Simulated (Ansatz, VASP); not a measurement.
# Two plane-wave programs on BeTe

```
Te Be
1.0
     0.00000    2.78834    2.78834
     2.78834    0.00000    2.78834
     2.78834    2.78834    0.00000
Te Be
1 1
Direct
  0.75000 0.75000 0.75000
  0.00000 0.00000 0.00000
```

Alike in both runs: task single point; functional LDA; k mesh 8 × 8 × 8; occupations fermi-dirac, width 0.05 eV; no spin polarisation.

```csv
,VASP,Ansatz
version,VASP 6.6.1,Ansatz 0.2.0
potentials or method,"VASP PAW LDA potentials, release 64 (Te, Be)",Ansatz PAW
plane-wave cutoff (eV),520,420
valence electrons in the cell,8,18
```

|  | VASP | Ansatz | Ansatz less VASP |
| --- | --- | --- | --- |
| gap on the k mesh at the Fermi level (eV) | 1.80 | 1.82 | +0.019 |
| least direct gap on the mesh (eV) | 3.56 | 3.60 | +0.036 |
| pressure (GPa) | -0.5 | -0.7 | -0.27 |

The two sets of potentials don't hold the same shells in valence.

Caveats: spin-orbit coupling is left out, which moves the levels of the heavy elements; the PAW data sets come from PBE, with cores solved anew for the run's functional, which leaves a small shift of forces and pressure (Ansatz). A k mesh can miss the band edges.
